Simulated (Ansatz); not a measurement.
# GaAs (F-43m) in Ansatz: a series of runs

The runs below take GaAs through elastic constants, Born charges and dielectric tensor, with PBE.

Program: Ansatz 0.2.0. These are calculated values, not measurements. Logs are shortened: lines on timing, memory, paths and dates and some standing lists are left out, and cuts for length are marked.

**What was measured.**

From “Evidence of valence band perturbations in GaAsN/GaAs(001): A combined variable-angle spectroscopic ellipsometry and modulated photoreflectance investigation”, 2008, arxiv:0805.2212, for a bulk crystal of GaAs at 300 K: band gap 1.412 ± 0.01 eV (direct); band gap 1.418 ± 0.005 eV (direct).

From a printed reference work, textbook, for a bulk crystal of GaAs at 300 K: high-frequency dielectric constant 10.89.

The results are compared with them further down.

### 1 Starting point

It takes space group F-43m (No. 216, cubic). Conventional cell: a = 5.654 Å, b = 5.654 Å, c = 5.654 Å, α = 90.00°, β = 90.00°, γ = 90.00°. Around As (site symmetry -43m) lie 4 Ga at 2.45 Å. Ga (site symmetry -43m) is surrounded by 4 As at 2.45 Å.

### 2 Elastic constants, PBE

input.yaml reads:

```yaml
crystal:
  lattice:
    - [0.0, 2.82685, 2.82685]
    - [2.82685, 0.0, 2.82685]
    - [2.82685, 2.82685, 0.0]
  atoms:
    - { symbol: As, position: [0.75, 0.75, 0.75] }
    - { symbol: Ga, position: [0.0, 0.0, 0.0] }
hamiltonian:
  xc: pbe
  pseudopotentials: { kind: paw }
kpoints:
  mp_grid: { grid: [6, 6, 6] }
scf:
  occupations: { method: fixed }
output:
  forces: true
  stress: true
elastic:
  mode: relaxed_ion
  stencil: two_point
```

Potentials or basis: Ansatz PAW.

Launch:

```console
> ansatz run input.yaml --threads 2 --pin off --max-ram 5632MiB --backend cpu --events-out ev --progress --plain --runs-dir out
```

The program printed:

```text
Warning: RAYON_NUM_THREADS=2 ignored (pool sized by the plan → 2); use --threads N
Engine: ansatz 0.2.0, x86_64-unknown-linux-gnu
Pseudopotentials: kind: paw
Pseudopotential: As, paw, valence charge 15, recommended cutoff 420 eV (normal), As.paw.azcp
Pseudopotential: Ga, paw, valence charge 13, recommended cutoff 420 eV (normal), Ga.paw.azcp
Functional definition: PBE
  parameter kappa = 0.804
  parameter beta = 0.06672455060314922
  exchange = pbe_x(kappa = kappa, mu = beta*pi^2/3)
  correlation = pbe_c(beta = beta)
Crystal: 2 atoms, lattice volume = 45.179 Å³
Basis set: ecut = 420 eV, 893 PW (Γ), exchange–correlation on 54×54×54 points (8 copies of the dense FFT grid, shifted against one another)
Bands: 18, of which v1, the nominal top of the filled ones, is band 14 counted from 1 (13 counted from 0)
Symmetry: 24 space group operations
Space group: F-43m (ITA 216), of the structure as read, at distance tolerance 3.6e-5 Å
k-points: 16 of 216 (time reversal used)
Non-local potential: As, projectors of the file, l = 0: 2, l = 1: 2, l = 2: 3, l = 3: 1
Non-local potential: Ga, projectors of the file, l = 0: 2, l = 1: 2, l = 2: 3, l = 3: 1
PAW form: soft (Blöchl's): semilocal exchange-correlation on the pseudo side does not see the compensation charge
PAW one-centre angular grid: As, 590 points (default); XC on 64 Gauss nodes
PAW one-centre angular grid: Ga, 590 points (default); XC on 64 Gauss nodes
Initial density: superposition of atomic densities (neutral atoms: chi_scale 0, normalization atom), corrected by the library's trained network
Initial wavefunctions: pseudopotential atomic-orbital guess
Functional: x = pbe(κ = 0.804, μ = 0.2195149727645171), c = pbe(β = 0.06672455060314922)
SCF iter   1: F=—  HF=-8639.814950 eV  |F-HF|=—  |Δ(HF+E_count)|=         —  Δρ=1.48e-3  dr2=1.49e-3  ethr=1.77e-3  ⟨swp⟩=4.6  Hψ=1196  notcnv=0  defer=22
preconditioner: auto → none  [insulator: Δε(μ)=0.507 eV  Ē_g=15.488 eV  n_scr=14 (ndim 8)  ℏωp=23.4 eV  f_vac=0.086  ε∞_Penn≈3.3]
SCF iter   2: F=—  HF=-8639.814078 eV  |F-HF|=—  |Δ(HF+E_count)|=   8.71e-4  Δρ=7.31e-4  dr2=2.40e-4  ethr=5.34e-6  ⟨swp⟩=2.0  Hψ=597  notcnv=0  defer=27
SCF iter   3: F=—  HF=-8639.813995 eV  |F-HF|=—  |Δ(HF+E_count)|=   8.36e-5  Δρ=2.19e-4  dr2=2.79e-5  ethr=8.55e-7  ⟨swp⟩=2.0  Hψ=469  notcnv=0  defer=27
SCF iter   4: F=—  HF=-8639.814012 eV  |F-HF|=—  |Δ(HF+E_count)|=   1.71e-5  Δρ=9.30e-5  dr2=4.29e-6  ethr=9.96e-8  ⟨swp⟩=2.0  Hψ=350  notcnv=0  defer=2
SCF iter   5: F=—  HF=-8639.814018 eV  |F-HF|=—  |Δ(HF+E_count)|=   6.45e-6  Δρ=1.86e-5  dr2=1.77e-7  ethr=1.53e-8  ⟨swp⟩=2.0  Hψ=431  notcnv=0
SCF iter   6: F=—  HF=-8639.814016 eV  |F-HF|=—  |Δ(HF+E_count)|=   1.94e-6  Δρ=4.81e-6  dr2=8.71e-9  ethr=6.32e-10  ⟨swp⟩=2.0  Hψ=512  notcnv=0
SCF iter   7: F=—  HF=-8639.814016 eV  |F-HF|=—  |Δ(HF+E_count)|=   2.06e-8  Δρ=1.02e-6  dr2=3.01e-10  ethr=3.11e-11  ⟨swp⟩=2.0  Hψ=512  notcnv=0
SCF iter   8: F=—  HF=-8639.814016 eV  |F-HF|=—  |Δ(HF+E_count)|=  2.00e-10  Δρ=1.98e-7  dr2=8.01e-12  ethr=1.07e-12  ⟨swp⟩=2.0  Hψ=512  notcnv=0
SCF iter   9: F=—  HF=-8639.814016 eV  |F-HF|=—  |Δ(HF+E_count)|=  4.18e-11  Δρ=4.51e-8  dr2=4.28e-13  ethr=2.86e-14 (applied; sched 1.00e-12)  ⟨swp⟩=2.8  Hψ=485  notcnv=0
SCF iter  10: F=-8639.814016 eV  HF=-8639.814016 eV  |F-HF|=0.00e0  |Δ(HF+E_count)|=  3.64e-12  Δρ=2.36e-9  dr2=1.20e-15  ethr=1.00e-12  ⟨swp⟩=5.1  Hψ=1268  notcnv=0
SCF 1 converged in 10 iterations: F = -8639.814016 eV  dr2 = 1.20e-15
Crystal: 2 atoms, lattice volume = 45.089 Å³
Symmetry: 8 space group operations
k-points: 30 of 216 (time reversal used)
Initial density: handed on by an earlier stage of this run
Initial wavefunctions: those handed on with the density
iter 1 solved again at ethr=2.05e-8 eV; its pass at ethr=3.10e-3 eV (dr2=5.74e-6 eV) is discarded
SCF iter   1: F=—  HF=-8639.812107 eV  |F-HF|=—  |Δ(HF+E_count)|=         —  Δρ=1.10e-4  dr2=5.20e-6  ethr=2.05e-8  ⟨swp⟩=2.6  Hψ=2757  notcnv=0  defer=36
preconditioner: auto → none  [insulator: Δε(μ)=0.521 eV  Ē_g=15.488 eV  n_scr=14 (ndim 8)  ℏωp=23.5 eV  f_vac=0.077  ε∞_Penn≈3.3]
SCF iter   2: F=—  HF=-8639.812097 eV  |F-HF|=—  |Δ(HF+E_count)|=   1.08e-5  Δρ=5.37e-5  dr2=1.02e-6  ethr=1.86e-8  ⟨swp⟩=1.1  Hψ=546  notcnv=0  defer=6
SCF iter   3: F=—  HF=-8639.812104 eV  |F-HF|=—  |Δ(HF+E_count)|=   7.39e-6  Δρ=9.03e-6  dr2=4.43e-8  ethr=3.65e-9  ⟨swp⟩=2.7  Hψ=841  notcnv=0
SCF iter   4: F=—  HF=-8639.812104 eV  |F-HF|=—  |Δ(HF+E_count)|=   1.68e-8  Δρ=2.83e-6  dr2=2.06e-9  ethr=1.58e-10  ⟨swp⟩=2.0  Hψ=960  notcnv=0
SCF iter   5: F=—  HF=-8639.812104 eV  |F-HF|=—  |Δ(HF+E_count)|=   2.05e-9  Δρ=7.16e-7  dr2=1.48e-10  ethr=7.35e-12  ⟨swp⟩=2.0  Hψ=810  notcnv=0
SCF iter   6: F=—  HF=-8639.812104 eV  |F-HF|=—  |Δ(HF+E_count)|=  2.55e-11  Δρ=2.15e-7  dr2=1.68e-11  ethr=5.29e-13 (applied; sched 1.00e-12)  ⟨swp⟩=2.0  Hψ=810  notcnv=0
[... 33 lines left out ...]
preconditioner: auto → none  [insulator: Δε(μ)=0.506 eV  Ē_g=15.478 eV  n_scr=14 (ndim 8)  ℏωp=23.4 eV  f_vac=0.077  ε∞_Penn≈3.3]
[... 36 lines left out ...]
iter 1 solved again at ethr=4.74e-9 eV; its pass at ethr=3.10e-3 eV (dr2=1.33e-6 eV) is discarded
SCF iter   1: F=—  HF=-8639.813978 eV  |F-HF|=—  |Δ(HF+E_count)|=         —  Δρ=9.14e-5  dr2=1.32e-6  ethr=4.74e-9  ⟨swp⟩=2.0  Hψ=3601  notcnv=0
SCF iter   2: F=—  HF=-8639.813976 eV  |F-HF|=—  |Δ(HF+E_count)|=   1.76e-6  Δρ=3.94e-5  dr2=2.41e-7  ethr=4.73e-9  ⟨swp⟩=2.0  Hψ=1119  notcnv=0
SCF iter   3: F=—  HF=-8639.813976 eV  |F-HF|=—  |Δ(HF+E_count)|=   2.67e-8  Δρ=3.62e-6  dr2=2.18e-9  ethr=8.59e-10  ⟨swp⟩=2.2  Hψ=1095  notcnv=0
SCF iter   4: F=—  HF=-8639.813976 eV  |F-HF|=—  |Δ(HF+E_count)|=   2.80e-9  Δρ=8.31e-7  dr2=1.60e-10  ethr=7.78e-12  ⟨swp⟩=2.0  Hψ=1242  notcnv=0
SCF iter   5: F=—  HF=-8639.813976 eV  |F-HF|=—  |Δ(HF+E_count)|=  9.64e-11  Δρ=2.58e-7  dr2=2.96e-11  ethr=5.70e-13 (applied; sched 1.00e-12)  ⟨swp⟩=2.0  Hψ=1242  notcnv=0
SCF iter   6: F=—  HF=-8639.813976 eV  |F-HF|=—  |Δ(HF+E_count)|=  1.82e-11  Δρ=6.93e-8  dr2=1.39e-12  ethr=1.06e-13 (applied; sched 1.00e-12)  ⟨swp⟩=2.0  Hψ=1242  notcnv=0
SCF iter   7: F=-8639.813976 eV  HF=-8639.813976 eV  |F-HF|=1.82e-12  |Δ(HF+E_count)|=  1.82e-12  Δρ=1.65e-8  dr2=6.08e-14  ethr=1.00e-12  ⟨swp⟩=4.2  Hψ=2959  notcnv=0
SCF 9 converged in 7 iterations: F = -8639.813976 eV  dr2 = 6.08e-14
relax step   2: F+E_penalty+E_count = -8639.81397585 eV  Δ(F+E_penalty+E_count) = -1.265e-5 eV  max|allowed force component| = 6.939e-8 eV/Å  Δτ_max = 0.0008 Å  (7 SCF iters, accepted)
iter 1 solved again at ethr=1.00e-12 eV; its pass at ethr=3.10e-3 eV (dr2=6.21e-13 eV) is discarded
SCF iter   1: F=—  HF=-8639.813977 eV  |F-HF|=—  |Δ(HF+E_count)|=         —  Δρ=7.91e-8  dr2=5.97e-13  ethr=1.00e-12  ⟨swp⟩=2.3  Hψ=3761  notcnv=0
SCF iter   2: F=—  HF=-8639.813976 eV  |F-HF|=—  |Δ(HF+E_count)|=   1.58e-6  Δρ=4.85e-8  dr2=3.39e-13  ethr=2.13e-15 (applied; sched 1.00e-12)  ⟨swp⟩=3.0  Hψ=1886  notcnv=0
SCF iter   3: F=-8639.813976 eV  HF=-8639.813976 eV  |F-HF|=0.00e0  |Δ(HF+E_count)|=    0.00e0  Δρ=2.82e-8  dr2=8.10e-14  ethr=1.00e-12  ⟨swp⟩=3.0  Hψ=2985  notcnv=0
SCF 10 converged in 3 iterations: F = -8639.813976 eV  dr2 = 8.10e-14
SCF converged after 10 iterations
Free energy (F): -8639.814016 eV
Harris-Foulkes:  -8639.814016 eV  (|F-HF|=0.00e0)
Internal energy: -8639.814016 eV  (E = F + TS)
E sigma→0 (E₀):  -8639.814016 eV
Fermi energy:    8.191400 eV
--- Per-component energies (eV) ---
  E_band       = -311.748686
  E_kinetic    = 219.545741
  E_local      = -3915.793416  (includes V_loc(G=0)·N_el)
  E_nonlocal   = -245.694587
  E_hartree    = 1973.737061
  E_xc         = -148.475393
  E_vxc        = -137.511388  (∫ρ·V_xc dr)
  E_paw        = -3824.405497  (= ΣΔE_a)
  E_vpaw       = -179.769019  (= ΣTr[D̂ρ^β])
  E_aug_tail   = -0.000138  (compensation charges beyond the density's cutoff)
  E_ewald      = -2698.727786
  E_smearing   = -0.000000  (= −TS)
  E_closure    = 0.000000  (closes the sum)
  Σ components = -8639.814016   (vs F -8639.814016, Δ=0.00e0)
--- Forces (eV/Å), atoms counted from 1 ---
  atom   1  As     0.00000000    -0.00000000    -0.00000000
  atom   2  Ga    -0.00000000     0.00000000     0.00000000
  max |Σ_I F_I| component: 2.20e-16 eV/Å
--- Stress (GPa, compression-positive) ---
        3.260925      -0.000000      -0.000000
       -0.000000       3.260925       0.000000
       -0.000000       0.000000       3.260925
  P = ⅓ Tr σ = 3.2609 GPa (32.609 kbar)
--- Band table (eV; the first three rows and the last of 16) ---
  k-point 0: bands = ["-26.9346", "-26.9346", "-26.9346", "-26.9249", "-26.9249", "-6.6015", "-6.6015", "-6.6015", "-6.5228", "-6.5228", "-4.5366", "8.1914", "8.1914", "8.1914", "8.7049", "11.9251", "11.9251", "11.9251"]
  k-point 1: bands = ["-26.9345", "-26.9344", "-26.9344", "-26.9248", "-26.9248", "-6.6244", "-6.5955", "-6.5955", "-6.5231", "-6.5231", "-4.2160", "5.4802", "7.8111", "7.8111", "9.8235", "12.4720", "12.4720", "12.8746"]
  k-point 2: bands = ["-26.9344", "-26.9340", "-26.9340", "-26.9247", "-26.9247", "-6.6644", "-6.5856", "-6.5856", "-6.5213", "-6.5213", "-3.3888", "2.8153", "7.2652", "7.2652", "9.4073", "12.8913", "12.8913", "15.4413"]
  k-point 15: bands = ["-26.9348", "-26.9334", "-26.9328", "-26.9251", "-26.9241", "-6.7049", "-6.5651", "-6.5566", "-6.5375", "-6.5162", "-1.9910", "1.5116", "4.8489", "4.9922", "11.4682", "11.6456", "15.3068", "15.6074"]
--- Elastic constants: 2 strain directions × 2 members + reference (group order 24) ---
  dense FFT box of the reference and of every strained cell: 27×27×27
  strains applied: 11, 23; error gains: componentwise 1.00 (the most a stress slope's error grows in a printed constant), spectral 1.73 (1 for all six strains in a standard setting)
  C = ∂σ_k/∂η_j (tension-positive GPa; Voigt order 11 22 33 23 13 12):
       116.272     56.383     56.383     -0.000      0.000      0.000
        56.383    116.272     56.383     -0.000      0.000      0.000
        56.383     56.383    116.272     -0.000      0.000      0.000
        -0.000     -0.000     -0.000     55.122      0.000      0.000
         0.000      0.000     -0.000     -0.000     55.122     -0.000
         0.000     -0.000      0.000      0.000     -0.000     55.122
  reference stress σ⁰ (GPa):     -3.261     -3.261     -3.261     -0.000      0.000      0.000
  C* (energy form; C + prestress term) asymmetry max|C*_kj − C*_jk| = 7.105e-15 GPa — a small one proves nothing (zero by symmetry where the batch's group is 432, −43m or m−3m); a large one is finite-difference/SCF noise where every solve meets its electron count
  moduli (Voigt/Reuss/Hill, GPa): K = 76.35/76.35/76.35   G = 45.05/41.25/43.15   E = 108.93   ν = 0.262
  mechanically stable: yes (min eigenvalue of sym C = 55.12 GPa)
  strain η (Voigt 11):  stress-route row diagonal C_11 = 116.27 GPa, energy-path curvature d²(F+E_count+ΔE)/dδ²/Ω₀ = 116.10 GPa
         δ    σ_11 (GPa)             F (eV)   n_scf  n_hpsi   n_pw
    -2.000e-3      -3.4945       -8639.8121039       8    9760    899   relax 0 steps, max|allowed force component| 0.00e0 eV/Å
     2.000e-3      -3.0294       -8639.8157828       7    8860    901   relax 0 steps, max|allowed force component| 3.47e-18 eV/Å
  strain η (Voigt 23):  stress-route row diagonal C_44 = 55.12 GPa, energy-path curvature d²(F+E_count+ΔE)/dδ²/Ω₀ = 56.88 GPa
         δ    σ_23 (GPa)             F (eV)   n_scf  n_hpsi   n_pw
    -2.000e-3      -0.1102       -8639.8139759       3    9397    899   relax 3 steps, max|allowed force component| 1.15e-8 eV/Å
     2.000e-3       0.1102       -8639.8139759       3    9084    899   relax 2 steps, max|allowed force component| 6.94e-8 eV/Å
```

It took 54 s on 2 threads of Intel Xeon at 2.50GHz (Skylake/Cascade Lake), shared host; peak memory 0.4 GiB.

What came out:

```yaml
Free_energy: -8639.8140 eV
Pressure: 3.3 GPa
Band_gap_on_the_k_mesh: 0.51 eV, direct
Elastic_constants_C11_C12_C44: 116, 56, 55 GPa
Voigt_bulk_modulus: 76 GPa
```

Elastic tensor in Voigt notation (GPa, in the Cartesian axes of the cell as first typed):
```
116  56  56   0   0   0
 56 116  56   0   0   0
 56  56 116   0   0   0
  0   0   0  55   0   0
  0   0   0   0  55   0
  0   0   0   0   0  55
```

Caveat: the cell is more than 3 GPa from zero pressure, which shifts response properties.

### 3 Born charges and dielectric tensor, PBE

Changes to input.yaml since step 2:

```diff
@@ -12,3 +12,3 @@
 kpoints:
-  mp_grid: { grid: [6, 6, 6] }
+  mp_grid: { grid: [8, 8, 8] }
 scf:
@@ -16,6 +16,4 @@
 output:
-  forces: true
-  stress: true
-elastic:
-  mode: relaxed_ion
-  stencil: two_point
+  eigenvalues: true
+dielectric:
+  method: response
```

Potentials or basis: Ansatz PAW.

Launch:

```console
> ansatz run input.yaml --threads 2 --pin off --max-ram 5632MiB --backend cpu --events-out ev --progress --plain --runs-dir out
```

The program printed:

```text
Warning: RAYON_NUM_THREADS=2 ignored (pool sized by the plan → 2); use --threads N
Engine: ansatz 0.2.0, x86_64-unknown-linux-gnu
Pseudopotentials: kind: paw
Pseudopotential: As, paw, valence charge 15, recommended cutoff 420 eV (normal), As.paw.azcp
Pseudopotential: Ga, paw, valence charge 13, recommended cutoff 420 eV (normal), Ga.paw.azcp
Functional definition: PBE
  parameter kappa = 0.804
  parameter beta = 0.06672455060314922
  exchange = pbe_x(kappa = kappa, mu = beta*pi^2/3)
  correlation = pbe_c(beta = beta)
Crystal: 2 atoms, lattice volume = 45.179 Å³
Basis set: ecut = 420 eV, 893 PW (Γ), exchange–correlation on 54×54×54 points (8 copies of the dense FFT grid, shifted against one another)
Bands: 18, of which v1, the nominal top of the filled ones, is band 14 counted from 1 (13 counted from 0)
Symmetry: 24 space group operations
k-points: 95 of 512 (irreducible under 4 space group operations, time reversal used)
Non-local potential: As, projectors of the file, l = 0: 2, l = 1: 2, l = 2: 3, l = 3: 1
Non-local potential: Ga, projectors of the file, l = 0: 2, l = 1: 2, l = 2: 3, l = 3: 1
PAW form: soft (Blöchl's): semilocal exchange-correlation on the pseudo side does not see the compensation charge
[... 54 lines left out ...]
  k-point 2: bands = ["-26.9506", "-26.9503", "-26.9503", "-26.9409", "-26.9409", "-6.6428", "-6.5875", "-6.5875", "-6.5197", "-6.5197", "-3.8509", "4.0492", "7.5070", "7.5070", "9.6370", "12.7886", "12.7886", "14.1407"]
  k-point 94: bands = ["-26.9505", "-26.9501", "-26.9489", "-26.9411", "-26.9404", "-6.6993", "-6.5672", "-6.5545", "-6.5306", "-6.5164", "-1.9854", "1.5602", "4.6532", "4.8464", "12.8071", "12.9080", "13.5996", "14.2333"]
--- Dielectric response (ions clamped): 3 representative field directions + reference, inside a basis on a mesh of 1000 k-points (Σ response iterations 15) ---
  ε∞ (high-frequency dielectric tensor):
       13.672270     0.000000     0.000000
        0.000000    13.672270     0.000000
        0.000000     0.000000    13.672270
  Born effective charges Z* (e; rows j = field, columns β = displacement):
    site 0:
        -2.11828    0.00000   -0.00000
        -0.00000   -2.11828    0.00000
        -0.00000   -0.00000   -2.11828
    site 1:
         2.11828   -0.00000    0.00000
         0.00000    2.11828   -0.00000
         0.00000    0.00000    2.11828
  Z* charge neutrality: 1.311e-4 e pre-enforcement
  solved inside a basis spanned on kpoints, on 10×10×10 k-points transformed towards the longest dipole: ε∞ is read to err by 3.9e-2, Z* by 1.6e-2 e (field_mesh: kpoints solves on kpoints); Z* is corrected for what the basis lacks
```

It took 97 s on 2 threads of Intel Xeon at 2.50GHz (Skylake/Cascade Lake), shared host; peak memory 0.72 GiB.

Results:

| Item | Value |
| --- | --- |
| Free energy | -8639.8341 eV |
| Band gap on the k mesh | 0.52 eV, direct |
| Electronic dielectric tensor (diagonal) | 13.67 |
| Born charges (mean of the diagonal) | As -2.12; Ga +2.12 e |

Electronic dielectric tensor:
```
13.67  0.00  0.00
 0.00 13.67  0.00
 0.00  0.00 13.67
```

Born effective charge tensors (e):
atom 1, As
```
-2.12  0.00  0.00
 0.00 -2.12  0.00
 0.00  0.00 -2.12
```
atom 2, Ga
```
2.12 0.00 0.00
0.00 2.12 0.00
0.00 0.00 2.12
```

Caveat: the gap is small at this level, which inflates the dielectric constant.

### 4 Comparison with measurements

Step 2. A measured gap of GaAs is 1.412 eV (direct; 300 K; “Evidence of valence band perturbations in GaAsN/GaAs(001): A combined variable-angle spectroscopic ellipsometry and modulated photoreflectance investigation”, 2008, arxiv:0805.2212); the calculated 0.51 eV misses it by -0.90 eV. 3 values of this kind are on record (1.412 to 1.51 eV); this one was drawn at random among those near their median, those with a stated uncertainty first. Spin-orbit coupling on As, Ga is left out. The value is that of PBE on a finite k mesh, which can miss the band edges, without temperature or zero-point motion. Semilocal functionals fall short of measured gaps as a rule.

Step 3. Against the measured gap of GaAs, 1.418 eV (direct; 300 K; “Evidence of valence band perturbations in GaAsN/GaAs(001): A combined variable-angle spectroscopic ellipsometry and modulated photoreflectance investigation”, 2008, arxiv:0805.2212), the calculated 0.52 eV is off by -0.90 eV. 3 values of this kind are on record (1.412 to 1.51 eV); this one was drawn at random among those near their median, those with a stated uncertainty first. Spin-orbit coupling on As, Ga is left out. The value is that of PBE on a finite k mesh, which can miss the band edges, without temperature or zero-point motion. Semilocal functionals fall short of measured gaps as a rule. Against the measured high-frequency dielectric constant of GaAs, 10.89 (300 K; a printed reference work, textbook), the calculated 13.67 is off by +25.5 %.
